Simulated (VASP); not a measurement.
# GaAs: single point with PBE

**What was measured.**

“Evidence of valence band perturbations in GaAsN/GaAs(001): A combined variable-angle spectroscopic ellipsometry and modulated photoreflectance investigation”, 2008, arxiv:0805.2212 reports, for a bulk crystal of GaAs at 300 K: band gap 1.412 ± 0.01 eV (direct).

GaAs:

```
As Ga
1.0
     0.00000    2.82685    2.82685
     2.82685    0.00000    2.82685
     2.82685    2.82685    0.00000
As Ga
1 1
Direct
  0.75000 0.75000 0.75000
  0.00000 0.00000 0.00000
```

| Item | Value |
| --- | --- |
| Program | VASP 6.6.1 |
| Task | single point |
| Functional | PBE |
| Potentials or basis | VASP PAW PBE potentials, release 64 (As, Ga_d) |
| Cutoff | 520 eV |
| k mesh | 8 × 8 × 8 |
| Occupations | gaussian, width 0.024 eV |
| Spin | no spin polarisation |

- Pressure: 3.4 GPa
- Band gap on the k mesh: 0.52 eV, direct

Levels at points of the mesh, in eV from the valence-band top:
```tsv
k point	band 5	band 6	band 7	band 8	band 9	band 10	band 11	band 12	band 13	band 14
(0.00, 0.00, 0.00)	-14.73	-12.73	0.00	0.00	0.00	0.52	3.73	3.73	3.73	7.59
(0.50, 0.00, 0.00)	-14.73	-10.96	-6.64	-1.14	-1.14	1.00	4.63	4.63	7.75	10.40
(0.50, 0.50, 0.00)	-14.72	-10.22	-6.82	-2.68	-2.68	1.46	1.65	10.17	10.17	10.98
```

Run time: 10 s on 1 thread of Intel(R) Xeon(R) 6975P-C (Granite Rapids) (shared host), peak memory 0.17 GiB.

Measured gap of GaAs: 1.412 eV (direct; 300 K; “Evidence of valence band perturbations in GaAsN/GaAs(001): A combined variable-angle spectroscopic ellipsometry and modulated photoreflectance investigation”, 2008, arxiv:0805.2212). This calculation gives 0.52 eV (-0.89 eV). 3 values of this kind are on record (1.412 to 1.51 eV); this one was drawn at random among those near their median, those with a stated uncertainty first. Spin-orbit coupling on As, Ga is left out. The value is that of PBE on a finite k mesh, which can miss the band edges, without temperature or zero-point motion. Semilocal functionals fall short of measured gaps as a rule.
